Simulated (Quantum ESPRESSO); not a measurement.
## Fitting the rev-vdW-DF2 energy curve of CoO

```
Co O
1.0
     0.00000    2.13150    2.13150
     2.13150    0.00000    2.13150
     2.13150    2.13150    0.00000
Co O
1 1
Direct
  0.00000 0.00000 0.00000
  0.50000 0.50000 0.50000
```

The cell was scaled at fixed shape and fractions and run with Quantum ESPRESSO, PseudoDojo 0.4.1 SR PBE standard, cutoff 1306 eV; rev-vdW-DF2, k mesh 9 × 9 × 9 on the cell of 2 atoms, fermi-dirac occupations of 0.05 eV, collinear spin, ferromagnetic start, no spin-orbit coupling. The potentials were made for PBE. Energies are those that the program minimises, any entropy of the smearing included. The magnetic state is the one that the start led to, which needn't be the lowest.

| V (Å³/atom) | energy over the lowest row (meV/atom) |
| --- | --- |
| 9.1030 | 0.26 |
| 9.2967 | 0.00 |
| 9.4903 | ? |
| 9.6840 | 12.05 |
| 9.8777 | 23.25 |
| 10.0714 | 37.60 |
| 10.2651 | 54.93 |

Task: Fit the third-order Birch-Murnaghan form, give V0, B0 and B′, and predict the energy left open.

Result: With y = (V0/V)^(2/3), E = E0 + (9 V0 B0/16) [(y - 1)³ B′ + (y - 1)² (6 - 4y)]. Least squares through the rows shown give V0 = 9.2063 Å³/atom, E0 = -0.41 meV, B0 = 173.6 GPa (1 eV/Å³ = 160.218 GPa) and B′ = 3.83, with a largest miss of 0.08 meV, so B0 and B′ are loose. At V = 9.4903 the form with these constants gives 4.11 meV; the run gave 4.16 meV an atom.
